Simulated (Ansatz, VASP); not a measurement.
**One calculation of Al3Au, two programs**

File INCAR:

```
SYSTEM = Al3Au
PREC = Accurate
ENCUT = 520
EDIFF = 1E-6
ISMEAR = -1
SIGMA = 0.05
LREAL = .False.
LASPH = .True.
NELM = 60
ALGO = Fast
ISIF = 2
LWAVE = .False.
LCHARG = .False.
GGA = PS
NBANDS = 18
```

KPOINTS

```
Automatic mesh
0
Gamma
  9 9 9
  0 0 0
```

POSCAR

```
Al3Au
1.0
   -1.9979602797      1.9979602797      4.0017743603
    1.9979602797     -1.9979602797      4.0017743603
    1.9979602797      1.9979602797     -4.0017743603
Au Al
1 3
Direct
    0.0000000000      0.0000000000      0.0000000000
    0.5000000000      0.5000000000      0.0000000000
    0.2500000000      0.7500000000      0.5000000000
    0.7500000000      0.2500000000      0.5000000000
```

The input input.yaml:

```yaml
crystal:
  lattice:
    - [-1.9979602797, 1.9979602797, 4.0017743603]
    - [1.9979602797, -1.9979602797, 4.0017743603]
    - [1.9979602797, 1.9979602797, -4.0017743603]
  atoms:
    - { symbol: Au, position: [0.0, 0.0, 0.0] }
    - { symbol: Al, position: [0.5, 0.5, 0.0] }
    - { symbol: Al, position: [0.25, 0.75, 0.5] }
    - { symbol: Al, position: [0.75, 0.25, 0.5] }
kpoints:
  mp_grid: { grid: [9, 9, 9] }
scf:
  occupations: { method: fermi_dirac, width: 0.05 }
hamiltonian:
  xc: pbesol
  pseudopotentials: { kind: all_electron, lapw: { basis_error: 0.001 } }
output:
  forces: true
  stress: true
  eigenvalues: true
```

Change from the starting cell: volume scaled by 0.96.

Alike in both runs: task single point; functional PBEsol; k mesh 9 × 9 × 9; occupations fermi-dirac, width 0.05 eV; no spin polarisation.

|  | VASP | Ansatz |
| --- | --- | --- |
| version | VASP 6.6.1 | Ansatz 0.2.0 |
| potentials or method | VASP PAW PBE potentials, release 64 (Au, Al) | all-electron LAPW, scalar-relativistic |
| plane-wave cutoff (eV) | 520 | see its input |

```tsv
	VASP	Ansatz	Ansatz less VASP
gap on the k mesh at the Fermi level (eV)	none	none	-
pressure (GPa)	1.4	1.5	+0.09
largest component of the traceless stress (GPa)	0.34	0.36	+0.023
```

A gap of «none» marks a metal or a gap that the smearing closes. Ansatz ran all-electron here, so the differences hold the error of VASP's frozen core and of both bases.

Caveats: the PAW data sets were made with another functional, which shifts forces and pressure a little (VASP). The runs have no spin-orbit coupling, so splittings on Au are missing.
